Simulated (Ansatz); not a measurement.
The system is NiO.

```xyz
2
Lattice="0.0000 2.0859 2.0859 2.0859 0.0000 2.0859 2.0859 2.0859 0.0000" Properties=species:S:1:pos:R:3 pbc="T T T"
Ni    0.0000    0.0000    0.0000
O     2.0859    2.0859    2.0859
```

Base run:

```yaml
Program: Ansatz 0.2.0
Functional: PBE
Potentials_or_basis: all-electron LAPW, scalar-relativistic
Cutoff: 378 eV (chosen from the basis error)
Basis_error_allowed: 0.001 eV/atom
k_mesh: 11 × 11 × 11
Occupations: gaussian, width 0.03 eV
Spin: collinear spin, ferromagnetic start
Starting_moments: "[1.0, 0.0] μB"
```

Its results: band gap on the k mesh none (metal or under the smearing width); pressure 6.6 GPa; net moment 1.82 μB per cell; site moments Ni +1.51; O +0.30 μB.

Q: The run is repeated on the same cell with these changes: functional from PBE to RPBE; occupations from gaussian, width 0.03 eV to gaussian, width 0.02 eV. What comes out?

A: Band gap on the k mesh none (metal or under the smearing width); pressure 13.4 GPa; net moment 1.85 μB per cell; site moments Ni +1.54; O +0.30 μB.

Caveats: a cell with one magnetic atom can't hold antiferromagnetic order, which such compounds often take; semilocal functionals often make such compounds metallic where correlation or magnetic order opens a gap, which also shifts bond lengths.
